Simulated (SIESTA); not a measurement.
**C under changes of volume**

One of the cells (5.672 Å³/atom); the others are scaled copies at fixed shape and fractional positions:

```
CELL_PARAMETERS angstrom
2.52210 0.00000 0.00000
-1.26105 2.18420 0.00000
0.00000 0.00000 8.23710
ATOMIC_POSITIONS crystal
C 0.66667 0.33333 0.84375
C 0.33333 0.66667 0.34375
C 0.66667 0.33333 0.65625
C 0.33333 0.66667 0.15625
C 0.00000 0.00000 0.90625
C 0.00000 0.00000 0.40625
C 0.00000 0.00000 0.59375
C 0.00000 0.00000 0.09375
```

This is a hexagonal form of diamond, not graphite.

* Program: SIESTA 5.4.2
* Functional: SVWN5
* Potentials or basis: PseudoDojo 0.4 standard (LDA files)
* Basis: DZP (energy shift 0.002 Ry)
* Grid cutoff: 500 Ry
* Energy shift: 0.002 Ry
* k mesh: 8 × 8 × 3
* Occupations: fermi-dirac, width 0.05 eV
* Spin: no spin polarisation

```tsv
volume (Å³/atom)	energy over the lowest point (meV/atom)	pressure (GPa)	gap on the mesh (eV)	largest force (eV/Å)
5.332	23.90	27.2	4.72	0.367
5.445	8.66	16.1	4.66	0.356
5.559	0.91	5.9	4.60	0.347
5.672	0.00	-3.2	4.55	0.337
5.785	?	?	?	?
5.899	16.20	-19.1	4.43	0.318
6.012	32.26	-26.1	4.38	0.308
```

**Question.** What does the run at 5.785 Å³/atom give?

**Answer.** Energy over the lowest point 5.26 meV/atom; pressure -11.5 GPa; gap on the mesh 4.49 eV; largest force 0.328 eV/Å.

Worked out: A Birch-Murnaghan fit of order 3 (a polynomial in V^(-2/3)) to the other rows has its minimum at 5.63 Å³/atom with B0 = V·E''(V) = 450 GPa and B' = 3.7 at fixed shape and positions, which overstates the stiffness. It gives 5.23 meV/atom at 5.785 Å³/atom, against the run's 5.26, and -dE/dV = -11.6 GPa, against -11.5. A straight line through the other rows of the gap, of slope -2.84 eV per unit of ln V, gives 4.49 eV, against the run's 4.49.

Energies are extrapolated to zero smearing.

Caveats: an odd mesh through Γ misses points on the zone boundary, where band edges often lie; the basis of atomic orbitals isn't converged, which shifts pressures, moduli and gaps.
